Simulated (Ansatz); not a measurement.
**CdS (Hawleyite): band structure with HSE03**

The system is CdS (Hawleyite).

```xyz
2
Lattice="0.0000 2.9165 2.9165 2.9165 0.0000 2.9165 2.9165 2.9165 0.0000" Properties=species:S:1:pos:R:3 pbc="T T T"
Cd    0.0000    0.0000    0.0000
S     4.3748    4.3748    4.3748
```

| Quantity | Value |
| --- | --- |
| Program | Ansatz 0.2.0 |
| Task | band structure |
| Functional | HSE03 |
| Potentials or basis | Ansatz PAW |
| Cutoff | 420 eV (not typed: the program's choice for these potentials) |
| k mesh | 4 × 4 × 4 |
| Occupations | fermi-dirac, width 0.05 eV |
| Spin | no spin polarisation |
| Path | [["G", "X", "W", "K", "G", "L", "U", "W", "L", "K"], ["U", "X"]] |
| Points for each segment of the path | 4 |

```yaml
Pressure: 2.0 GPa
Band_gap_on_the_k_mesh: 1.98 eV, direct
Band_gap_along_the_path: 1.98 eV, direct
```

Levels at the corners of the path, in eV from the valence-band top:
```tsv
point	band 10	band 11	band 12	band 13	band 14	band 15	band 16	band 17
Γ	-8.35	0.00	0.00	0.00	1.98	7.47	7.47	7.47
X	-7.84	-4.16	-1.98	-1.98	4.25	5.26	10.26	12.01
W	-7.66	-4.06	-2.36	-2.34	6.20	6.52	8.19	8.87
K	-7.71	-4.10	-2.67	-1.61	5.04	6.42	9.41	10.08
Γ	-8.35	0.00	0.00	0.00	1.98	7.47	7.47	7.47
L	-7.93	-4.62	-0.79	-0.79	3.90	7.92	7.92	8.42
U	-7.71	-4.10	-2.67	-1.61	5.04	6.42	9.41	10.08
W	-7.66	-4.06	-2.36	-2.34	6.20	6.52	8.19	8.87
L	-7.93	-4.62	-0.79	-0.79	3.90	7.92	7.92	8.42
K	-7.71	-4.10	-2.67	-1.61	5.04	6.42	9.41	10.08
U	-7.71	-4.10	-2.67	-1.61	5.04	6.42	9.41	10.08
X	-7.84	-4.16	-1.98	-1.98	4.25	5.26	10.26	12.01
```

It took 2.4 min on 2 threads of Intel(R) Xeon(R) Processor @ 2.70GHz, on a shared host, peak memory 0.69 GiB.

Caveat: the k mesh is coarse (spacing up to 0.47 Å⁻¹), so the values aren't converged, least of all with exact exchange; the PAW data sets come from PBE, with cores solved anew for the run's functional, which leaves a small shift of forces and pressure; the thresholds are loose for stress.
